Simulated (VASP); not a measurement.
A run of VASP 6.6.1 is set up as follows.

Contents of INCAR:

```
SYSTEM = Au
PREC = Accurate ; ENCUT = 520
EDIFF = 1E-7 ; ISMEAR = -1
SIGMA = 0.05 ; LREAL = .FALSE.
LASPH = .TRUE. ; NELM = 60
ALGO = Normal ; ISIF = 2
LWAVE = .FALSE. ; LCHARG = .FALSE.
LMAXMIX = 4 ; LDAU = .TRUE.
LDAUTYPE = 2 ; LDAUL = 2
LDAUU = 8 ; LDAUJ = 0
LDAUPRINT = 1 ; LDIPOL = .TRUE.
IDIPOL = 3 ; DIPOL = 0.5 0.5 0.500
GGA = CA ; NBANDS = 42
```

The input KPOINTS:

```
Automatic mesh
0
G
  8 8 1
  0 0 0
```

Contents of POSCAR:

```
Au
1.0
    2.8226199300      0.0000000000      0.0000000000
   -1.4113099650      2.5559330250      0.0000000000
    0.0000000000      0.0000000000     27.2329240250
Au
6
Direct
    0.3346720300      0.6693440600      0.2754019360
    0.6653279700      0.3306559400      0.3652411616
    0.3346720300      0.6693440600      0.4550803872
    0.6653279700      0.3306559400      0.5449196128
    0.3346720300      0.6693440600      0.6347588384
    0.6653279700      0.3306559400      0.7245980640
```

Potentials or basis: VASP PAW LDA potentials, release 64 (Au).

Launch:

```console
$ cat potpaw_LDA.64/Au/POTCAR > POTCAR
$ mpirun -np 1 vasp_std > vasp.out
```

Predict the largest force.

0.517 eV/Å.

Predict the band gap on the k mesh.

none (metal or under the smearing width).

Forces in eV/Å, atoms in the order of the input:
```
Au   0.000  0.006  0.517
Au   0.000 -0.012  0.167
Au   0.000  0.018 -0.089
Au   0.000 -0.018  0.089
Au   0.000  0.012 -0.167
Au   0.000 -0.006 -0.517
```

Caveat: U without spin polarisation on a metal has little footing; the U is typed as a test and isn't derived for this compound. The run has no spin-orbit coupling, so splittings on Au are missing.
